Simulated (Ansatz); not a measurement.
A relaxed cell of CdI₂ is given with its symmetry left out. The cell was found from a structure generator's guess, not taken from experiment.

The calculation used Ansatz, DFT PBE+D3(BJ), scalar-relativistic, plane waves, PAW. Cutoff 420 eV, Γ-centred mesh, Gaussian smearing, no spin polarisation.

The sheet is periodic along a and b; c holds vacuum.

```
Cd I
1.0
     4.23806    0.00000    0.00000
    -2.11903    3.67027    0.00000
     0.00000    0.00000   45.99344
Cd I
2 4
Direct
  0.00000 0.00000 0.18916
  0.33333 0.66667 0.35439
  0.33333 0.66667 0.15135
  0.66667 0.33333 0.22694
  0.66667 0.33333 0.31662
  0.00000 0.00000 0.39221
```

Energies over the elements count from the elements' standard structures at the same level, with no fitted energy shifts.

(1) What layer group does it have?

(2) What is its formation energy per atom?

(3) Is it a metal?

Results:

(1) p-3m1 (No. 72). In-plane cell: a = 4.238 Å, b = 4.238 Å, γ = 120.0°, thickness 11.08 Å between the outermost nuclei. Cd at height 1.74 Å has 6 I at 3.00 Å; I at height 0.00 Å has 3 Cd at 3.00 Å; I at height 3.48 Å has 3 Cd at 3.00 Å.

(2) −0.516 eV/atom. A negative formation energy is needed for stability but isn't enough: competing phases decide.

(3) No, the gap on the 6×6×1 mesh is 2.37 eV.

The last run used a 6×6×1 mesh for its 6-atom cell and Gaussian smearing of 0.02 eV. Spin–orbit coupling, which can matter for I, is left out. Kohn–Sham gaps at this level usually fall short of measured ones. The missing spin–orbit coupling can work the other way here. A structure relaxed within its symmetry needn't be a true minimum.
